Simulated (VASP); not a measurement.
Crystal: HfSiO4 (Hafnon).

```
CELL_PARAMETERS angstrom
-3.28625 3.28625 2.98160
3.28625 -3.28625 2.98160
3.28625 3.28625 -2.98160
ATOMIC_POSITIONS crystal
Hf 0.75000 0.25000 0.50000
Hf 0.00000 0.00000 0.00000
Si 0.25000 0.75000 0.50000
Si 0.50000 0.50000 0.00000
O 0.13530 0.31980 0.81550
O 0.06980 0.75430 0.68450
O 0.50430 0.31980 0.18450
O 0.06980 0.38530 0.31550
O 0.61470 0.93020 0.68450
O 0.68020 0.86470 0.18450
O 0.24570 0.93020 0.31550
O 0.68020 0.49570 0.81550
```

- Program: VASP 6.6.1
- Task: relaxation of cell and atoms
- Functional: PBE
- Dispersion: D3(BJ)
- Potentials or basis: VASP PAW PBE potentials, release 64 (Hf_pv, Si, O)
- Cutoff: 600 eV
- k mesh: 6 × 6 × 6
- Occupations: gaussian, width 0.03 eV
- Spin: no spin polarisation

At the start: pressure 2.3 GPa; volume 10.73 Å³/atom.

Problem. Where does the relaxation end?

Solution. Over 8 steps the energy falls by 2.0 meV/atom and the volume is 10.80 Å³/atom (+0.6 %); space group I4_1/amd (No. 141, to 0.05 Å).

Step by step:
```csv
step,energy change (eV),largest force (eV/Å),pressure (GPa),volume (Å³)
1,0.0000,0.5257,2.28,128.80
2,0.0766,0.9877,-4.80,131.66
3,-0.0238,0.0264,-0.18,129.71
4,-0.0238,0.0297,-0.14,129.69
5,-0.0241,0.0103,0.10,129.53
6,-0.0241,0.0100,0.14,129.52
7,-0.0242,0.0089,-0.06,129.63
8,-0.0242,0.0086,0.00,129.60
```

Final structure:
```cif
data_structure
_symmetry_space_group_name_H-M 'P 1'
_symmetry_Int_Tables_number 1
_cell_length_a 5.5324
_cell_length_b 5.5324
_cell_length_c 5.5324
_cell_angle_alpha 107.023
_cell_angle_beta 107.023
_cell_angle_gamma 114.488
_cell_volume 129.60
loop_
_atom_site_label
_atom_site_type_symbol
_atom_site_fract_x
_atom_site_fract_y
_atom_site_fract_z
_atom_site_occupancy
Hf1 Hf 0.75000 0.25000 0.50000 1
Hf2 Hf 0.00000 0.00000 0.00000 1
Si1 Si 0.25000 0.75000 0.50000 1
Si2 Si 0.50000 0.50000 0.00000 1
O1 O 0.13331 0.31868 0.81463 1
O2 O 0.06868 0.75405 0.68537 1
O3 O 0.50405 0.31868 0.18537 1
O4 O 0.06868 0.38331 0.31463 1
O5 O 0.61669 0.93132 0.68537 1
O6 O 0.68132 0.86669 0.18537 1
O7 O 0.24595 0.93132 0.31463 1
O8 O 0.68132 0.49595 0.81463 1
```
